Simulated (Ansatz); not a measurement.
Method: DFT PBE, scalar-relativistic, plane waves, PAW in Ansatz 0.2.0. Settings: cutoff 420 eV, Γ-centred meshes spaced at most about 0.3 Å⁻¹, and about 0.25 Å⁻¹ or finer for metals (2π included), Gaussian smearing. No spin polarisation.

These are static total energies at zero pressure.

Two relaxed structures of Zn5Cd2Te:

A. Space group P4/mmm (No. 123), tetragonal, a = 4.400 Å, c = 8.196 Å. Around Zn on a site of symmetry 2mm lie 4 Cd at 2.98 Å, 2 Te at 3.04 Å and 6 Zn at 3.04–3.11 Å; around Zn on a site of symmetry 4/mmm lie 8 Zn at 3.04 Å and 4 Te at 3.11 Å; Cd on its first site is surrounded by 8 Zn at 2.98 Å and 4 Cd at 3.11 Å; around Cd on its second site lie 8 Zn at 2.98 Å and 4 Cd at 3.11 Å; Te has 12 Zn at 3.04–3.11 Å.

B. Space group P3 (No. 143), trigonal, a = 4.618 Å, c = 9.546 Å. Around Zn on a site of symmetry 1 lie 6 Zn at 2.62–2.72 Å, 1 Zn at 2.90 Å and 2 Cd at 2.96–3.05 Å; Zn on a site of symmetry 3 is surrounded by 3 Cd at 2.72 Å, 1 Te at 2.74 Å and 3 Zn at 2.76 Å; around Zn on a second site of symmetry 3 lie 3 Cd at 2.67 Å and 6 Zn at 2.76–2.90 Å; Cd on its first site has 6 Zn at 2.67–2.72 Å and 3 Zn at 3.05 Å; around Te lie 1 Zn at 2.74 Å and 3 Cd at 2.90 Å; 1 more site not described.

Task: Which is lower in energy, and by how much?

Result: B is lower, by 154 meV/atom. A has space group P4/mmm (No. 123), 19.8 Å³/atom and no gap on its mesh; B has space group P3 (No. 143), 22.0 Å³/atom and no gap. Counting Cd or Zn atoms around Te (for each partner element, those within 1.25 times its shortest distance or 1.15 times the sum of covalent radii, where it is the nearest in units of that sum or under 1.3), A has Te 12 and B has Te 4. The lower one is the more open, so pressure narrows the difference. Both come from invented guesses.

Spin–orbit coupling, which can matter for Te, is left out. Cells relaxed within their symmetry can be saddle points.
